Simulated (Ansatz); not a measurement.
# PbS: the cost of one run

Method: DFT PBE, scalar-relativistic, plane waves, PAW, in Ansatz 0.2.0.

## (1) The system as given

It takes space group P6_3mc (No. 186, hexagonal). Conventional cell: a = 4.503 Å, b = 4.503 Å, c = 7.409 Å, α = 90.00°, β = 90.00°, γ = 120.00°. Pb (site symmetry 3m) is surrounded by 4 S at 2.76 Å. S (site symmetry 3m) has 4 Pb at 2.76 Å in its first shell of neighbours.

As a file:

```cif
data_structure
_symmetry_space_group_name_H-M 'P 1'
_symmetry_Int_Tables_number 1
_cell_length_a 4.5030
_cell_length_b 4.5030
_cell_length_c 7.4088
_cell_angle_alpha 90.000
_cell_angle_beta 90.000
_cell_angle_gamma 120.000
_cell_volume 130.10
loop_
_atom_site_label
_atom_site_type_symbol
_atom_site_fract_x
_atom_site_fract_y
_atom_site_fract_z
_atom_site_occupancy
Pb1 Pb 0.33333 0.66667 0.37313 1
Pb2 Pb 0.66667 0.33333 0.87313 1
S1 S 0.33333 0.66667 0.00000 1
S2 S 0.66667 0.33333 0.50000 1
```

Recipe of the guess: close-packed anion layers stacked AB|A, with sites between them filled layer by layer (P6_3mc, No. 186). Lengths come from tabulated atomic sizes and are only a guess.

## (2) Probe: one point on a coarse mesh

input.yaml

```yaml
crystal:
  lattice:
    - [4.503, 0.0, 0.0]
    - [-2.2515, 3.89971239, 0.0]
    - [0.0, 0.0, 7.40884813]
  atoms:
    - { symbol: Pb, position: [0.33333333, 0.66666667, 0.37313493] }
    - { symbol: Pb, position: [0.66666667, 0.33333333, 0.87313493] }
    - { symbol: S, position: [0.33333333, 0.66666667, 0.0] }
    - { symbol: S, position: [0.66666667, 0.33333333, 0.5] }
basis:
  ecutwfc: 420
kpoints:
  mp_grid: { grid: [6, 6, 4] }
hamiltonian:
  xc: pbe
scf:
  occupations: { method: gaussian, width: 0.1 }
  lower_state_search: "off"
output:
  forces: true
  stress: true
  eigenvalues: true
```

Command:

```
ansatz run input.yaml --threads 1 --pin off --max-ram 2560MiB --backend cpu --events-out ev --progress --plain --runs-dir out
```

**Question.** How long does this run take on 1 thread of Intel Xeon at 2.50GHz (Skylake/Cascade Lake), shared host, and how much memory does it need?

About 9.7 s, with a peak of 0.36 GiB.
